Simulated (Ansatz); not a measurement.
# fcc against bcc along groups 8 to 10

Level of theory: DFT, BLYP, plane waves (420 eV) with PAW, scalar-relativistic in Ansatz. The PAW files were generated under PBE, with cores re-solved for the functional.

Each structure is relaxed within its symmetry, in the lowest magnetic state of the tried starts. Differences under about 8 meV lie within the error of the k-point mesh.

```json
{"element": "Ru", "E(fcc) − E(bcc) (meV/atom)": "-479", "V(fcc) (Å³/atom)": "14.51", "V(bcc) (Å³/atom)": "14.96", "state of fcc": "spin not included", "state of bcc": "spin not included"}
{"element": "Os", "E(fcc) − E(bcc) (meV/atom)": "?", "V(fcc) (Å³/atom)": "?", "V(bcc) (Å³/atom)": "?", "state of fcc": "?", "state of bcc": "?"}
{"element": "Co", "E(fcc) − E(bcc) (meV/atom)": "-70", "V(fcc) (Å³/atom)": "11.41", "V(bcc) (Å³/atom)": "11.62", "state of fcc": "ferromagnetic", "state of bcc": "ferromagnetic"}
{"element": "Rh", "E(fcc) − E(bcc) (meV/atom)": "-306", "V(fcc) (Å³/atom)": "14.82", "V(bcc) (Å³/atom)": "15.32", "state of fcc": "non-magnetic", "state of bcc": "spin not included"}
{"element": "Ir", "E(fcc) − E(bcc) (meV/atom)": "-562", "V(fcc) (Å³/atom)": "15.26", "V(bcc) (Å³/atom)": "15.88", "state of fcc": "spin not included", "state of bcc": "spin not included"}
{"element": "Ni", "E(fcc) − E(bcc) (meV/atom)": "-89", "V(fcc) (Å³/atom)": "11.45", "V(bcc) (Å³/atom)": "11.55", "state of fcc": "ferromagnetic", "state of bcc": "ferromagnetic"}
{"element": "Pd", "E(fcc) − E(bcc) (meV/atom)": "-35", "V(fcc) (Å³/atom)": "16.38", "V(bcc) (Å³/atom)": "16.45", "state of fcc": "spin not included", "state of bcc": "non-magnetic"}
{"element": "Pt", "E(fcc) − E(bcc) (meV/atom)": "-73", "V(fcc) (Å³/atom)": "16.65", "V(bcc) (Å³/atom)": "16.86", "state of fcc": "spin not included", "state of bcc": "spin not included"}
```

Fill in the row of Os.

E(fcc) − E(bcc) (meV/atom): -699; V(fcc) (Å³/atom): 14.98; V(bcc) (Å³/atom): 15.48; state of fcc: spin not included; state of bcc: spin not included.
